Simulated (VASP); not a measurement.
# TiTe2 (P-3m1) in VASP: a series of runs

Runs on TiTe2. Level: HSE06. Tasks: single point.

All numbers are computed with VASP 6.6.1; they aren't measurements. Logs are shortened: lines on timing, memory, paths and dates and some standing lists are left out, and cuts for length are marked.

### 1 The structure

Symmetry: P-3m1, No. 164, trigonal system. Conventional cell: a = 3.777 Å, b = 3.777 Å, c = 6.498 Å, α = 90.00°, β = 90.00°, γ = 120.00°. Te (site symmetry 3m) is surrounded by 3 Ti at 2.77 Å. Ti (site symmetry -3m) has 6 Te at 2.77 Å as nearest neighbours.

### 2 Single point, HSE06

POSCAR reads:

```
TiTe2
1.0
    3.7770000000      0.0000000000      0.0000000000
   -1.8885000000      3.2709779501      0.0000000000
    0.0000000000      0.0000000000      6.4980000000
Te Ti
2 1
Direct
    0.3333333333      0.6666666667      0.7372000000
    0.6666666667      0.3333333333      0.2628000000
    0.0000000000      0.0000000000      0.0000000000
```

INCAR.step1 reads:

```
PREC = Accurate
ENCUT = 350
EDIFF = 1E-5
ISMEAR = 0
SIGMA = 0.01
LREAL = False
LASPH = True
NELM = 100
ALGO = Normal
ISIF = 2
LWAVE = True
NBANDS = 20
NKRED = 1
GGA = PE
```

INCAR.step2 reads:

```
PREC = Accurate
ENCUT = 350
EDIFF = 1E-6
ISMEAR = 0
SIGMA = 0.01
LREAL = False
LASPH = True
NELM = 100
ALGO = Normal
ISIF = 2
LWAVE = False
LCHARG = False
GGA = PE
LHFCALC = True
HFSCREEN = 0.2
PRECFOCK = Low
NBANDS = 20
NKRED = 1
ISTART = 1
```

KPOINTS reads:

```
regular mesh
0
Gamma
  4 4 2
```

Potentials or basis: VASP PAW PBE potentials, release 64 (Te, Ti_sv).

Launch:

```sh
> cat potpaw_PBE.64/Te/POTCAR potpaw_PBE.64/Ti_sv/POTCAR > POTCAR
> cp INCAR.step1 INCAR
> mpirun -np 1 vasp_std > vasp.out
> cp INCAR.step2 INCAR
> mpirun -np 1 vasp_std > vasp.out
```

OUTCAR:

```text
PREC = Accurate
   ENCUT = 350
   EDIFF = 1E-6
   ISMEAR = 0
   LREAL = False
   LASPH = True
   NELM = 100
   ISIF = 2
   GGA = PE
   LHFCALC = True
   HFSCREEN = 0.2
   PRECFOCK = Low
   NKRED = 1
   ISTART = 1

 Found      8 irreducible k-points:

 Following reciprocal coordinates:
            Coordinates               Weight
  0.000000  0.000000  0.000000      1.000000
  0.250000  0.000000  0.000000      6.000000
  0.500000  0.000000  0.000000      3.000000
  0.250000  0.250000  0.000000      6.000000
  0.000000  0.000000  0.500000      1.000000
  0.250000  0.000000  0.500000      6.000000
   k-points           NKPTS =      8   k-points in BZ     NKDIM =     32   number of bands    NBANDS=     20
   number of dos      NEDOS =    301   number of ions     NIONS =      3
   total plane-waves  NPLWV =  23040
   dimension x,y,z NGX =    24 NGY =   24 NGZ =   40
   dimension x,y,z NGXF=    48 NGYF=   48 NGZF=   80
   ions per type =               2   1
   NGX,Y,Z   is equivalent  to a cutoff of  10.56, 10.56, 10.23 a.u.
   NGXF,Y,Z  is equivalent  to a cutoff of  21.13, 21.13, 20.47 a.u.
 SYSTEM =  unknown system
   PREC   = accura    normal or accurate (medium, high low for compatibility)
   ISTART =      1    job   : 0-new  1-cont  2-samecut
   ICHARG =      0    charge: 1-file 2-atom 10-const
   ISPIN  =      1    spin polarized calculation?
   LNONCOLLINEAR =      F non collinear calculations
   LSORBIT =      F    spin-orbit coupling
   LASPH  =      T    aspherical Exc in radial PAW
   ENCUT  =  350.0 eV  25.72 Ry    5.07 a.u.   5.76  5.76  9.91*2*pi/ulx,y,z
   NELM   =    100;   NELMIN=  2; NELMDL=  0     # of ELM steps
   EDIFF  = 0.1E-05   stopping-criterion for ELM
   LREAL  =      F    real-space projection
   EDIFFG = 0.1E-04   stopping-criterion for IOM
   NSW    =      0    number of steps for IOM
   IBRION =     -1    ionic relax: 0-MD 1-quasi-New 2-CG
   NFREE  =      0    steps in history (QN), initial steepest desc. (CG)
   ISIF   =      2    stress and relaxation
   ISYM   =      3    0-nonsym 1-usesym 2-fastsym
   POTIM  = 0.5000    time-step for ionic-motion
   TEBEG  =    0.0;   TEEND  =   0.0 temperature during run
   PSTRESS=    0.0 pullay stress
   NELECT =      24.0000    total number of electrons
   NUPDOWN=      -1.0000    fix difference up-down
   EMIN   =  10.00;   EMAX   =-10.00  energy-range for DOS
   EFERMI =   0.00;   METHOD = LEGACY
   ISMEAR =     0;   SIGMA  =   0.01  broadening in eV -4-tet -1-fermi 0-gaus
   EFERMI_NEDOS =   21; number of points for ismear=-14 and -15
   IALGO  =     38    algorithm
   IMIX   =      1    mixing-type and parameters
     AMIX     =   0.40;   BMIX     =  1.00
     AMIX_MAG =   1.60;   BMIX_MAG =  1.00
  volume/ion in A,a.u.               =      26.76       180.58
  Fermi-wavevector in a.u.,A,eV,Ry     =   1.094655  2.068597 16.303438  1.198269
  Thomas-Fermi vector in A             =   2.230964
   LORBIT       =      0    0 simple, 1 ext, 2 COOP (PROOUT), +10 PAW based schemes
   GGA     = PE    functional components
   LHFCALC =     T    Hartree Fock is set to
   PRECFOCK=low       Normal, Fast or Accurate (Low or Medium for compatibility)
   ENCUT4O =  -1.0   cutoff for four orbital integrals eV
   NKREDX  =     1    reduce k-point grid by
   NKREDY  =     1    reduce k-point grid by
   NKREDZ  =     1    reduce k-point grid by
   AEXX    =    0.2500 exact exchange contribution
   HFSCREEN=    0.2000 screening length (either q_TF or 0.3 A-1)
   HFSCREENC=   0.2000 screening length for correlation (either q_TF or 0.3 A-1)
   ENCUTFOCK=  -1.0 apply spherical cutoff to Coloumb kernel
   IVDW    =     0    specifies the selected vdW correction
   LEPSILON=     F    determine dielectric tensor
   LRPA    =     F    only Hartree local field effects (RPA)
 non-spin polarized calculation
 Gauss-broadening in eV      SIGMA  =   0.01
  energy-cutoff  :      350.00
  volume of cell :       80.28
 maximum number of plane-waves:      1208
 NGX is ok and might be reduce to    24
  NGX = 14; NGY = 14; NGZ = 24

 number of electron      24.0000003 magnetization

 Free energy of the ion-electron system (eV)
  ---------------------------------------------------
  ext. energy  EPLUGINS =         0.00000000
  ---------------------------------------------------
  free energy    TOTEN  =       -19.84206098 eV

  energy without entropy =      -19.84157891  energy(sigma->0) =      -19.84181994

 E-fermi :   6.9534     XC(G=0):  -8.1828

 val. band max:        6.9503706102   @ k =   0.5000   0.0000   0.0000
 cond. band min:       7.1880264882   @ k =   0.0000   0.0000   0.0000
 fundamental gap:      0.2376558781
 Fermi energy:         6.9534163121

 k-point     1 :       0.0000    0.0000    0.0000
  band No.  band energies     occupation
      1     -55.8855      2.00000
      2     -30.5026      2.00000
      3     -30.5026      2.00000
      4     -30.4852      2.00000
      5      -7.1759      2.00000
      6      -5.4711      2.00000
[... 12 lines left out ...]
     19      13.0655      0.00000
     20      15.0134      0.00000

 k-point     2 :       0.2500    0.0000    0.0000
  band No.  band energies     occupation
      1     -55.8841      2.00000
      2     -30.5311      2.00000
      3     -30.5099      2.00000
      4     -30.4809      2.00000
      5      -6.4461      2.00000
      6      -5.1352      2.00000
[... 12 lines left out ...]
     19      13.7973      0.00000
     20      14.1662      0.00000

 k-point     3 :       0.5000    0.0000    0.0000
  band No.  band energies     occupation
      1     -55.8820      2.00000
      2     -30.5595      2.00000
      3     -30.5169      2.00000
      4     -30.4760      2.00000
      5      -5.1814      2.00000
      6      -4.9876      2.00000
[... 12 lines left out ...]
     19      12.9895      0.00000
     20      13.4086      0.00000

 k-point     4 :       0.2500    0.2500    0.0000
  band No.  band energies     occupation
      1     -55.8817      2.00000
      2     -30.5490      2.00000
      3     -30.5276      2.00000
      4     -30.4763      2.00000
      5      -5.3671      2.00000
      6      -4.8200      2.00000
[... 12 lines left out ...]
     19      15.0231      0.00000
     20      15.1703      0.00000

 k-point     5 :       0.0000    0.0000    0.5000
  band No.  band energies     occupation
      1     -55.8859      2.00000
      2     -30.5029      2.00000
      3     -30.5028      2.00000
      4     -30.4849      2.00000
      5      -6.6229      2.00000
      6      -6.3203      2.00000
[... 12 lines left out ...]
     19      14.2199      0.00000
     20      14.8646      0.00000

 k-point     6 :       0.2500    0.0000    0.5000
  band No.  band energies     occupation
      1     -55.8841      2.00000
      2     -30.5311      2.00000
      3     -30.5099      2.00000
      4     -30.4806      2.00000
      5      -5.9440      2.00000
      6      -5.8082      2.00000
[... 12 lines left out ...]
     19      13.3993      0.00000
     20      14.8650      0.00000

 [... further k-points ...]
[... 5 lines left out ...]
  --------------------------------------------------------------------------------------
  -------------------------------------------------------------------------------------
  Total       -0.5621273     -0.5621273     -0.3969415     -0.0000000      0.0000000      0.0000000
  in kB      -11.2186583    -11.2186583     -7.9219620     -0.0000000      0.0000000      0.0000000
  external PRESSURE =     -10.1197595 kB  Pullay stress =       0.0000000 kB

 VOLUME and BASIS-vectors are now :
 -----------------------------------------------------------------------------
  energy-cutoff  :      350.00
  volume of cell :       80.28
      direct lattice vectors                 reciprocal lattice vectors
     3.777000000  0.000000000  0.000000000     0.264760392  0.152859484  0.000000000
    -1.888500000  3.270977950  0.000000000     0.000000000  0.305718967  0.000000000
     0.000000000  0.000000000  6.498000000     0.000000000  0.000000000  0.153893506

 POSITION                                       TOTAL-FORCE (eV/Angst)
 -----------------------------------------------------------------------------------
     -0.00000      2.18065      4.79033         0.000000     -0.000000      0.264603
      1.88850      1.09033      1.70767        -0.000000      0.000000     -0.264603
      0.00000      0.00000      0.00000         0.000000      0.000000      0.000000
 -----------------------------------------------------------------------------------
    total drift:                               -0.000000      0.000000      0.000001

  FREE ENERGIE OF THE ION-ELECTRON SYSTEM (eV)
  ---------------------------------------------------
  free  energy   TOTEN  =       -19.8420609756 eV

  energy  without entropy=      -19.8415789058  energy(sigma->0) =      -19.84181994
```

Run time: 1.8 min. Hardware: 1 thread of Intel Xeon Platinum 8559C (Emerald Rapids), shared host; peak memory 0.25 GiB.

The run converged, but some of its settings lie outside the range that counts as converged, so its numbers aren't taken as properties of the crystal.

Results:

```yaml
Free_energy: -19.8421 eV
Pressure: -1.0 GPa
Largest_force: 0.265 eV/Å
Band_gap_on_the_k_mesh: none (metal or under the smearing width)
```

Caveat: the k mesh is coarse (spacing up to 0.48 Å⁻¹), so the values aren't converged, least of all with exact exchange; the PAW data sets were made with another functional, which shifts forces and pressure a little; this functional lacks dispersion, which binds the layers, so the pressure and a relaxed spacing across them are unreliable.

### 3 Single point, HSE06

POSCAR is that of step 2.

INCAR.step1 is that of step 2.

Edit INCAR.step2 of step 2 so:

```diff
@@ -15,3 +15,3 @@
 HFSCREEN = 0.2
-PRECFOCK = Low
+PRECFOCK = Accurate
 NBANDS = 20
```

KPOINTS is that of step 2.

Potentials or basis: VASP PAW PBE potentials, release 64 (Te, Ti_sv).

Launch:

```sh
> cat potpaw_PBE.64/Te/POTCAR potpaw_PBE.64/Ti_sv/POTCAR > POTCAR
> cp INCAR.step1 INCAR
> mpirun -np 1 vasp_std > vasp.out
> cp INCAR.step2 INCAR
> mpirun -np 1 vasp_std > vasp.out
```

Wall time 7.9 min (1 thread of Intel Xeon Platinum 8559C (Emerald Rapids), shared host); peak memory 0.27 GiB.

These settings aren't checked as converged: the numbers below hold their error.

What came out:

* Free energy: -19.8431 eV
* Pressure: -1.0 GPa
* Largest force: 0.271 eV/Å
* Band gap on the k mesh: none (metal or under the smearing width)

Caveat: the k mesh is coarse (spacing up to 0.48 Å⁻¹), so the values aren't converged, least of all with exact exchange; the PAW data sets were made with another functional, which shifts forces and pressure a little; this functional lacks dispersion, which binds the layers, so the pressure and a relaxed spacing across them are unreliable.

### 4 The reference run

An earlier run on the cell as given: functional PBE; potentials or basis VASP PAW PBE potentials, release 64 (Te, Ti_sv); cutoff 520 eV; k mesh 8 × 8 × 4; occupations fermi-dirac, width 0.05 eV; no spin polarisation.

- Pressure: 0.9 GPa
- Largest force: 0.022 eV/Å
- Band gap on the k mesh: none (metal or under the smearing width)
